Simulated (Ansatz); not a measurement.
# CuO: the cost of one run

Method: DFT PBE+U (U_eff = 7 eV on Cu d), plane waves, PAW, in Ansatz 0.2.0.

### 1 Starting point

Symmetry: Cc, No. 9, monoclinic system. Conventional cell: a = 4.689 Å, b = 3.427 Å, c = 5.132 Å, α = 90.00°, β = 99.65°, γ = 90.00°. Cu (site symmetry 1) has 4 O at 1.91 to 2.02 Å as nearest neighbours. Around O (site symmetry 1) lie 4 Cu at 1.91 to 2.02 Å.

Coordinates:

```xyz
8
Lattice="4.6893 0.0000 0.0000 4.6893 3.4268 0.0000 -0.8605 0.0000 5.0594" Properties=species:S:1:pos:R:3 pbc="T T T"
Cu    1.1723    0.8457    0.0000
Cu    5.4313    2.5811    2.5297
O     6.7617    3.1427    1.2836
O     1.6421    0.2841    3.8133
Cu    3.5170    2.5591    0.0000
Cu    3.0867    0.8677    2.5297
O     4.4171    1.4293    1.2836
O     3.9868    1.9975    3.8133
```

Magnetic order typed: antiferromagnetic, doubled cell 1/2 1/2 0.

An earlier series on this cell reached its lowest free state from «random orbitals: fully mixed, first filling», perhaps among other starts.

### 2 Random orbitals: single harmonics, second filling

The input, input.yaml:

```yaml
crystal:
  lattice:
    - [4.68929952, 0.0, 0.0]
    - [4.68929952, 3.42679964, 0.0]
    - [-0.86054991, 0.0, 5.05943948]
  atoms:
    - { symbol: Cu, position: [0.0032, 0.2468, 0.0], spin: 1.0 }
    - { symbol: Cu, position: [0.4968, 0.7532, 0.5], spin: 1.0 }
    - { symbol: O, position: [0.5714, 0.9171, 0.2537] }
    - { symbol: O, position: [0.4056, 0.0829, 0.7537] }
    - { symbol: Cu, position: [0.0032, 0.7468, 0.0], spin: -1.0 }
    - { symbol: Cu, position: [0.4968, 0.2532, 0.5], spin: -1.0 }
    - { symbol: O, position: [0.5714, 0.4171, 0.2537] }
    - { symbol: O, position: [0.4056, 0.5829, 0.7537] }
basis:
  ecutwfc: 420
  ecutrho_ratio: 4
kpoints:
  mp_grid: { grid: [7, 7, 4] }
hamiltonian:
  xc: pbe
  hubbard:
    sites:
      - { site: 0, l: d, u_eff: 7.0, starting_ns: [{ spin: up, occupation_matrix: s0up }, { spin: down, occupation_matrix: s0down }] }
      - { site: 1, l: d, u_eff: 7.0, starting_ns: [{ spin: up, occupation_matrix: s1up }, { spin: down, occupation_matrix: s1down }] }
      - { site: 4, l: d, u_eff: 7.0, starting_ns: [{ spin: up, occupation_matrix: s4up }, { spin: down, occupation_matrix: s4down }] }
      - { site: 5, l: d, u_eff: 7.0, starting_ns: [{ spin: up, occupation_matrix: s5up }, { spin: down, occupation_matrix: s5down }] }
    occupation_matrices:
      s0up:
        matrix:
          - [0.97, 0.0, 0.0, 0.0, 0.0]
          - [0.0, 0.97, 0.0, 0.0, 0.0]
          - [0.0, 0.0, 0.97, 0.0, 0.0]
          - [0.0, 0.0, 0.0, 0.97, 0.0]
          - [0.0, 0.0, 0.0, 0.0, 0.97]
      s0down:
        matrix:
          - [0.02, 0.0, 0.0, 0.0, 0.0]
          - [0.0, 0.97, 0.0, 0.0, 0.0]
          - [0.0, 0.0, 0.97, 0.0, 0.0]
          - [0.0, 0.0, 0.0, 0.97, 0.0]
          - [0.0, 0.0, 0.0, 0.0, 0.97]
      s1up:
        matrix:
          - [0.97, 0.0, 0.0, 0.0, 0.0]
          - [0.0, 0.97, 0.0, 0.0, 0.0]
          - [0.0, 0.0, 0.97, 0.0, 0.0]
          - [0.0, 0.0, 0.0, 0.97, 0.0]
          - [0.0, 0.0, 0.0, 0.0, 0.97]
      s1down:
        matrix:
          - [0.02, 0.0, 0.0, 0.0, 0.0]
          - [0.0, 0.97, 0.0, 0.0, 0.0]
          - [0.0, 0.0, 0.97, 0.0, 0.0]
          - [0.0, 0.0, 0.0, 0.97, 0.0]
          - [0.0, 0.0, 0.0, 0.0, 0.97]
      s4up:
        matrix:
          - [0.97, 0.0, 0.0, 0.0, 0.0]
          - [0.0, 0.97, 0.0, 0.0, 0.0]
          - [0.0, 0.0, 0.02, 0.0, 0.0]
          - [0.0, 0.0, 0.0, 0.97, 0.0]
          - [0.0, 0.0, 0.0, 0.0, 0.97]
      s4down:
        matrix:
          - [0.97, 0.0, 0.0, 0.0, 0.0]
          - [0.0, 0.97, 0.0, 0.0, 0.0]
          - [0.0, 0.0, 0.97, 0.0, 0.0]
          - [0.0, 0.0, 0.0, 0.97, 0.0]
          - [0.0, 0.0, 0.0, 0.0, 0.97]
      s5up:
        matrix:
          - [0.97, 0.0, 0.0, 0.0, 0.0]
          - [0.0, 0.97, 0.0, 0.0, 0.0]
          - [0.0, 0.0, 0.02, 0.0, 0.0]
          - [0.0, 0.0, 0.0, 0.97, 0.0]
          - [0.0, 0.0, 0.0, 0.0, 0.97]
      s5down:
        matrix:
          - [0.97, 0.0, 0.0, 0.0, 0.0]
          - [0.0, 0.97, 0.0, 0.0, 0.0]
          - [0.0, 0.0, 0.97, 0.0, 0.0]
          - [0.0, 0.0, 0.0, 0.97, 0.0]
          - [0.0, 0.0, 0.0, 0.0, 0.97]
    ns_hold: { iters: 12 }
scf:
  occupations: { method: gaussian, width: 0.05 }
  lower_state_search: "off"
  max_iter: 150
output:
  forces: true
  stress: true
  eigenvalues: true
  populations: true
  hubbard:
    sites:
      - { site: 0, l: d }
      - { site: 1, l: d }
      - { site: 4, l: d }
      - { site: 5, l: d }
magnetization:
  spin_polarized: true
```

The typed matrices put 0.97 on the chosen orbitals and 0.02 on the others, and are held for 12 cycles.

The run is started by

```bash
$ ansatz run input.yaml --threads 4 --pin off --max-ram 6144MiB --backend cpu --events-out ev --progress --plain --runs-dir out
```

Q: Estimate wall time and peak memory on 4 threads of Arm Neoverse V1, shared host.

About 1.8 min, with a peak of 0.79 GiB.
